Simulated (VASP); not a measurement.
Set up this calculation in VASP 6.6.1, as the native input.

| Property | Result |
| --- | --- |
| Task | single point |
| Functional | BLYP |
| Potentials or basis | VASP PAW PBE potentials, release 64 (Be, S) |
| Cutoff | 520 eV |
| k mesh | 6 × 6 × 6 |
| Occupations | fermi-dirac, width 0.1 eV |
| Spin | no spin polarisation |
| Dipole correction | no |
| Further INCAR settings | ALGO = Normal; EDIFF = 1e-06; NBANDS = 11 |

The structure of BeS lies in POSCAR:

```
BeS
1.0
    0.0000000000      2.4250000000      2.4250000000
    2.4250000000      0.0000000000      2.4250000000
    2.4250000000      2.4250000000      0.0000000000
Be S
1 1
Direct
    0.0000000000      0.0000000000      0.0000000000
    0.2500000000      0.2500000000      0.2500000000
```

These files were run (other wordings do the same):

INCAR

```
PREC     = Accurate       # precision mode
ENCUT    = 520            # plane-wave cutoff, eV
EDIFF    = 1E-6           # SCF threshold, eV
ISMEAR   = -1             # smearing method
SIGMA    = 0.1            # smearing width, eV
LREAL    = False          # projectors in reciprocal space
LASPH    = True           # aspherical terms in the spheres
NELM     = 60             # most SCF steps
ALGO     = Normal         # electronic algorithm
ISIF     = 2              # what is computed and relaxed
LWAVE    = False          # write WAVECAR
LCHARG   = True           # write CHGCAR
GGA      = B5             # functional
ALDAX    = 1.0          
AGGAX    = 1.0          
AGGAC    = 1.0          
ALDAC    = 0.0          
LELF     = True           # ELF
LVHAR    = True         
NBANDS   = 11             # bands
```

KPOINTS

```
Automatic mesh
0
Gamma
  6 6 6
```

Potentials or basis: VASP PAW PBE potentials, release 64 (Be, S).

The run is started by

```console
$ cat potpaw_PBE.64/Be/POTCAR potpaw_PBE.64/S/POTCAR > POTCAR
$ mpirun -np 1 vasp_std > vasp.out
```

Results of the run:

* Pressure: 4.4 GPa
* Band gap on the k mesh: 3.40 eV, indirect (least direct gap 5.79 eV)

Caveat: the PAW data sets were made with another functional, which shifts forces and pressure a little.

Wall time 15 s on 1 thread of Intel(R) Xeon(R) Platinum 8375C CPU @ 2.90GHz (Ice Lake) (shared host), peak memory 0.14 GiB.
